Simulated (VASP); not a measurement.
Wanted: the native input for a VASP 6.6.1 run.

* Task: relaxation of cell and atoms
* Functional: PBE
* Potentials or basis: VASP PAW PBE potentials, release 64 (Ni)
* Cutoff: 600 eV
* k mesh: 22 × 22 × 22
* Occupations: methfessel-paxton, width 0.1 eV
* Spin: collinear spin, ferromagnetic start
* Starting moments: [0.7] μB
* Further INCAR settings: ALGO = Normal; EDIFF = 1e-06; AMIX = 0.2; BMIX = 0.0001; IBRION = 2; EDIFFG = -0.01; NSW = 90; ISIF = 3

The structure of Ni lies in POSCAR:

```
Ni
1.0
    0.0000000000      1.7619350000      1.7619350000
    1.7619350000      0.0000000000      1.7619350000
    1.7619350000      1.7619350000      0.0000000000
Ni
1
Direct
    0.0000000000      0.0000000000      0.0000000000
```

One way to write it, as run:

INCAR

```
SYSTEM = Ni
PREC = Accurate
ENCUT = 600
EDIFF = 1E-6
ISMEAR = 1
SIGMA = 0.1
LREAL = .False.
LASPH = .True.
NELM = 150
ALGO = Normal
ISIF = 3
LWAVE = .False.
LCHARG = .False.
ISPIN = 2
MAGMOM = 0.7
LORBIT = 11
LMAXMIX = 4
GGA = PE
IBRION = 2
NSW = 90
EDIFFG = -0.01
AMIX = 0.2
BMIX = 1E-4
AMIX_MAG = 0.8
BMIX_MAG = 1E-4
```

KPOINTS

```
Automatic mesh
0
Gamma
  22 22 22
  0 0 0
```

Potentials or basis: VASP PAW PBE potentials, release 64 (Ni).

The run is started by

```console
$ cat potpaw_PBE.64/Ni/POTCAR > POTCAR
$ mpirun -np 1 vasp_std > vasp.out
```

Results of the run:

```
Relaxed volume                                        : 10.89 Å³/atom
Relaxed cell                                          : a = 2.488 Å, b = 2.488 Å, c = 2.488 Å, α = 60.00°, β = 60.00°, γ = 60.00°
Space group after relaxing (to 0.05 Å)                : Fm-3m (No. 225)
Energy gained by relaxing                             : 0.2 meV/atom
Ionic steps                                           : 3
Pressure after relaxing                               : 0.1 GPa
Band gap on the k mesh                                : none (metal or under the smearing width)
Net moment                                            : 0.65 μB per cell
Site moments                                          : Ni +0.66 μB
Valence electrons inside the program's atomic spheres : Ni 9.31
```

Run time: 76 s on 1 thread of Intel(R) Xeon(R) Platinum 8488C (Sapphire Rapids) (shared host), peak memory 0.19 GiB.
